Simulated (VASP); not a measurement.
# PbS: molecular dynamics at constant energy

PbS, Pma2 (no. 28), 8 atoms in the cell. PBE, molecular dynamics; PAW potentials Pb, S (PBE set).

Ensemble: NVE; Starting temperature (K): 600.

## Input

INCAR:
```
  GGA = PE
  PREC = Normal
  ENCUT = 260
  EDIFF = 1E-6
  NELMIN = 4
  NELM = 60
  ALGO = Normal
  LREAL = Auto
  LASPH = True
  ISMEAR = 0
  SIGMA = 0.05
  ISYM = 0
  LWAVE = False
  LCHARG = False
  IBRION = 0
  NSW = 60
  POTIM = 2.0
  TEBEG = 600
  ISIF = 2
  RANDOM_SEED = 121052 0 0
  MDALGO = 1
  ANDERSEN_PROB = 0.0
  KPAR = 2
```

KPOINTS:
```
k-points
0
Monkhorst-Pack
  2 2 2
```

POSCAR:
```
PbS
1.0
    7.0038670000      0.0000000000      0.0000000000
    0.0000000000      6.1458720000      0.0000000000
    0.0000000000      0.0000000000      6.2773720000
Pb S
4 4
Direct
    0.2500000000      0.8356000000      0.5465340000
    0.7500000000      0.1644000000      0.5465340000
    0.7500000000      0.6946280000      0.0008990000
    0.2500000000      0.3053720000      0.0008990000
    0.7500000000      0.7531320000      0.4120830000
    0.2500000000      0.2468680000      0.4120830000
    0.5000000000      0.0000000000      0.8603830000
    0.0000000000      0.0000000000      0.8603830000
```

Commands:
```
cat potpaw_PBE.64/Pb/POTCAR potpaw_PBE.64/S/POTCAR > POTCAR
mpirun -np 2 vasp_std > vasp.out
```

## Result

- Rise of the mean potential energy above the start (meV/atom): 29.3
- Mean temperature (K): 343
- Electronic steps per ionic step after the first: 4.1

Course of the run:

| Time (fs) | Temperature (K) | Potential energy less the first (meV/atom) |
|---|---|---|
| 2 | 602 | 0.0 |
| 12 | 572 | 3.4 |
| 20 | 501 | 11.5 |
| 30 | 415 | 21.2 |
| 38 | 377 | 25.5 |
| 48 | 357 | 27.7 |
| 56 | 335 | 30.2 |
| 66 | 279 | 36.5 |
| 74 | 226 | 42.6 |
| 84 | 191 | 46.6 |
| 92 | 202 | 45.3 |
| 102 | 243 | 40.6 |
| 110 | 273 | 37.2 |
| 120 | 297 | 34.5 |

The mean temperature lies below the starting 600 K, since the atoms start on their sites and part of their kinetic energy turns into potential energy.

REPORT:
```
MDALGO =   1
         ANDERSEN_PROB =  0.00000000
               SCALING =       0
                 CNEXP =     9.000   14.000
           RANDOM_SEED =            121052                0                0

   original number of atomic DOF:         21
   number of independent constraints:      0
   number of active DOF:                  21

========================================
         MD step No.       1
========================================

  Atomic velocities initialized by STEP_tb

  >Energies
                    E_tot             E_pot             E_kin               EPS                ES
   e_b>   -0.33402839E+02   -0.33947614E+02    0.54477520E+00    0.00000000E+00    0.00000000E+00

  >Temperature
               T_sim     T_inst
   tmprt>    600.000    602.078

  >Thermostat, num. of collisions:                0

           RANDOM_SEED =            121052               96                0

[... steps left out ...]

========================================
         MD step No.      60
========================================

  >Energies
                    E_tot             E_pot             E_kin               EPS                ES
   e_b>   -0.33402696E+02   -0.33671248E+02    0.26855257E+00    0.00000000E+00    0.00000000E+00

  >Temperature
               T_sim     T_inst
   tmprt>    600.000    296.800

  >Thermostat, num. of collisions:                0

           RANDOM_SEED =            121052             2928                0
```

OSZICAR:
```
N       E                     dE             d eps       ncg     rms          rms(c)
DAV:   1     0.156323431028E+03    0.15632E+03   -0.97809E+03   200   0.716E+02
DAV:   2    -0.178329916692E+02   -0.17416E+03   -0.17188E+03   253   0.164E+02
DAV:   3    -0.360220872542E+02   -0.18189E+02   -0.18081E+02   229   0.594E+01
DAV:   4    -0.365933770197E+02   -0.57129E+00   -0.57032E+00   296   0.111E+01
DAV:   5    -0.366010649910E+02   -0.76880E-02   -0.76860E-02   264   0.137E+00    0.192E+01
DAV:   6    -0.339340167014E+02    0.26670E+01   -0.89779E+00   247   0.109E+01    0.103E+01
DAV:   7    -0.339629661701E+02   -0.28949E-01   -0.18757E+00   304   0.471E+00    0.617E+00
DAV:   8    -0.339440631974E+02    0.18903E-01   -0.11817E-01   280   0.145E+00    0.264E+00
DAV:   9    -0.339460171602E+02   -0.19540E-02   -0.13453E-02   272   0.651E-01    0.603E-01
DAV:  10    -0.339467214704E+02   -0.70431E-03   -0.16093E-03   240   0.196E-01    0.306E-01
DAV:  11    -0.339475546459E+02   -0.83318E-03   -0.26487E-03   296   0.228E-01    0.144E-01
DAV:  12    -0.339475765051E+02   -0.21859E-04   -0.13878E-04   240   0.559E-02    0.952E-02
[... left out ...]
     58 T=   288. E= -.33402731E+02 F= -.33663679E+02 E0= -.33663679E+02  EK= 0.26095E+00 SP= 0.00E+00 SK= 0.00E+00
     59 T=   293. E= -.33402716E+02 F= -.33667498E+02 E0= -.33667498E+02  EK= 0.26478E+00 SP= 0.00E+00 SK= 0.00E+00
[... last step whole ...]
       N       E                     dE             d eps       ncg     rms          rms(c)
DAV:   1    -0.336712467031E+02   -0.37488E-02   -0.37307E-03   222   0.804E-01    0.679E-03
DAV:   2    -0.336712482181E+02   -0.15150E-05   -0.23914E-05   244   0.242E-02    0.526E-03
DAV:   3    -0.336712481799E+02    0.38271E-07   -0.45067E-07   117   0.419E-03    0.307E-03
DAV:   4    -0.336712481424E+02    0.37495E-07   -0.13418E-07   105   0.195E-03
     60 T=   297. E= -.33402696E+02 F= -.33671248E+02 E0= -.33671248E+02  EK= 0.26855E+00 SP= 0.00E+00 SK= 0.00E+00
```

Limits: 120 fs of 8 atoms are too short for converged averages.

VASP 6.6.1 took 224 s on 2 cores (Intel Xeon Platinum 8259CL @ 2.50GHz (Skylake/Cascade Lake)), a shared host.
